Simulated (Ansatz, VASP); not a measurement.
## One calculation of TiO2 (Anatase), two programs

Contents of INCAR:

```
PREC = Accurate ; ENCUT = 520
EDIFF = 1E-7 ; ISMEAR = -1
SIGMA = 0.05 ; LREAL = F
LASPH = T ; NELM = 100
ALGO = Normal ; ISIF = 2
LWAVE = F ; LCHARG = T
GGA = PS ; LVHAR = T
NBANDS = 33 ; KPAR = 2
```

File KPOINTS:

```
regular mesh
0
Gamma
  10 10 10
```

POSCAR

```
TiO2
1.0
   -1.8921000000      1.8921000000      4.7573000000
    1.8921000000     -1.8921000000      4.7573000000
    1.8921000000      1.8921000000     -4.7573000000
Ti O
2 4
Direct
    0.7500000000      0.2500000000      0.5000000000
    0.0000000000      0.0000000000      0.0000000000
    0.7919000000      0.7919000000      0.0000000000
    0.5419000000      0.0419000000      0.5000000000
    0.9581000000      0.4581000000      0.5000000000
    0.2081000000      0.2081000000      0.0000000000
```

Contents of input.yaml:

```yaml
crystal:
  lattice:
    - [-1.8921, 1.8921, 4.7573]
    - [1.8921, -1.8921, 4.7573]
    - [1.8921, 1.8921, -4.7573]
  atoms:
    - { symbol: Ti, position: [0.75, 0.25, 0.5] }
    - { symbol: Ti, position: [0.0, 0.0, 0.0] }
    - { symbol: O, position: [0.7919, 0.7919, 0.0] }
    - { symbol: O, position: [0.5419, 0.0419, 0.5] }
    - { symbol: O, position: [0.9581, 0.4581, 0.5] }
    - { symbol: O, position: [0.2081, 0.2081, 0.0] }
hamiltonian:
  xc: pbesol
  pseudopotentials: { kind: paw }
kpoints:
  mp_grid: { grid: [10, 10, 10] }
  band_path:
    path:
      - [[0.0, 0.0, 0.0], [-0.5, 0.5, 0.0], [-0.5, 0.5, -0.0790928267], [-0.2895464134, 0.2895464134, -0.2895464134], [0.0, 0.0, 0.0], [0.5, 0.5, -0.5], [0.2895464134, 0.7104535866, -0.7104535866], [0.0, 0.5, -0.5], [-0.25, 0.75, -0.25], [0.0790928267, 0.9209071733, -0.5], [0.5, 0.5, -0.5]]
      - [[-0.5, 0.5, 0.0], [-0.25, 0.75, -0.25]]
    npoints: 14
scf:
  occupations: { method: fermi_dirac, width: 0.05 }
  n_extra_bands: 15
output:
  forces: true
  stress: true
  eigenvalues: true
  fatbands: false
```

Alike in both runs: functional PBEsol; k mesh 10 × 10 × 10; occupations fermi-dirac, width 0.05 eV; no spin polarisation.

|  | VASP | Ansatz |
| --- | --- | --- |
| version | VASP 6.6.1 | Ansatz 0.2.0 |
| potentials or method | VASP PAW PBE potentials, release 64 (Ti_sv, O) | Ansatz PAW |
| plane-wave cutoff (eV) | 520 | 420 |
| valence electrons in the cell | 48 | 48 |
| task | single point | band structure |

Ansatz gave:

- gap on the k mesh at the Fermi level (eV): 2.09
- least direct gap on the mesh (eV): 2.42
- pressure (GPa): -1.1
- largest component of the traceless stress (GPa): 0.60
- rms of the force components (eV/Å): 0.004

Task: What did VASP give for the same quantities?

Result: gap on the k mesh at the Fermi level (eV): 2.06; least direct gap on the mesh (eV): 2.40; pressure (GPa): -0.4; largest component of the traceless stress (GPa): 0.66; rms of the force components (eV/Å): 0.006.

Atom by atom the forces differ by 0.010 eV/Å (rms over components).

Caveats: the PAW data sets were made with another functional, which shifts forces and pressure a little (VASP); the pressure holds a Pulay correction of +0.7 GPa for the finite cutoff (Ansatz); the PAW data sets come from PBE, with cores solved anew for the run's functional, which leaves a small shift of forces and pressure (Ansatz). A k mesh can miss the band edges.
